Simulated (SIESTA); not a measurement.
## CdS (Hawleyite) under changes of volume

One of the cells (24.808 Å³/atom); the others are scaled copies at fixed shape and fractional positions:

```
Cd S
1.0
     0.00000    2.91650    2.91650
     2.91650    0.00000    2.91650
     2.91650    2.91650    0.00000
Cd S
1 1
Direct
  0.00000 0.00000 0.00000
  0.75000 0.75000 0.75000
```

```yaml
Program: SIESTA 5.4.2
Functional: PBE
Potentials_or_basis: PseudoDojo 0.4 standard (PBE files)
Basis: DZP (energy shift 0.002 Ry)
Grid_cutoff: 800 Ry
Energy_shift: 0.002 Ry
k_mesh: 8 × 8 × 8
Occupations: fermi-dirac, width 0.05 eV
Spin: no spin polarisation
```

| volume (Å³/atom) | energy over the lowest point (meV/atom) | pressure (GPa) | gap on the mesh (eV) |
| --- | --- | --- | --- |
| 23.319 | 73.57 | 8.7 | 1.55 |
| 23.815 | 49.50 | 6.9 | 1.50 |
| 24.312 | 30.69 | 5.3 | 1.45 |
| 24.808 | ? | ? | ? |
| 25.304 | 7.44 | 2.4 | 1.34 |
| 25.800 | 1.90 | 1.2 | 1.29 |
| 26.296 | 0.00 | 0.1 | 1.23 |

Question: What does the run at 24.808 Å³/atom give?

Answer: Energy over the lowest point 16.86 meV/atom; pressure 3.7 GPa; gap on the mesh 1.39 eV.

Worked out: A Birch-Murnaghan fit of order 3 (a polynomial in V^(-2/3)) to the other rows has its minimum at 26.33 Å³/atom, just outside them, with B0 = V·E''(V) = 55 GPa and B' = 4.3. It gives 16.88 meV/atom at 24.808 Å³/atom, against the run's 16.86, and -dE/dV = 3.7 GPa, against 3.7. A straight line through the other rows of the gap, of slope -2.66 eV per unit of ln V (its deformation potential), gives 1.39 eV, against the run's 1.39.

Energies are extrapolated to zero smearing.

Caveats: semicore shells carry a single zeta, which can move pressures by several GPa and volumes by a few percent; the basis of atomic orbitals isn't converged, which shifts pressures, moduli and gaps.

A mesh can miss the band edges. Spin-orbit coupling on Cd is left out.
